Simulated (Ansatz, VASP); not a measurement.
ZnCu in VASP and in Ansatz

```xyz
4
Lattice="0.0000 2.9108 2.9108 2.9108 0.0000 2.9108 2.9108 2.9108 0.0000" Properties=species:S:1:pos:R:3 pbc="T T T"
Cu    2.9108    2.9108    2.9108
Cu    4.3663    4.3663    4.3663
Zn    0.0000    0.0000    0.0000
Zn    1.4554    1.4554    1.4554
```

Alike in both runs: functional PBEsol; k mesh 12 × 12 × 12; occupations gaussian, width 0.1 eV; no spin polarisation.

Ansatz relaxed the structure, and its values are those at the end. VASP's run is a single point on that final structure, the one shown.

|  | VASP | Ansatz |
| --- | --- | --- |
| version | VASP 6.6.1 | Ansatz 0.2.0 |
| potentials or method | VASP PAW PBE potentials, release 64 (Cu, Zn) | scalar-relativistic, plane waves, PAW |
| plane-wave cutoff (eV) | 520 | 420 |
| valence electrons in the cell | 46 | 62 |

```csv
,VASP,Ansatz,Ansatz less VASP
gap on the k mesh at the Fermi level (eV),none,none,-
pressure (GPa),0.7,0.0,-0.74
```

A gap of «none» marks a metal or a gap that the smearing closes. The two sets of potentials don't hold the same shells in valence.

Caveats: the PAW data sets were made with another functional, which shifts forces and pressure a little (VASP).
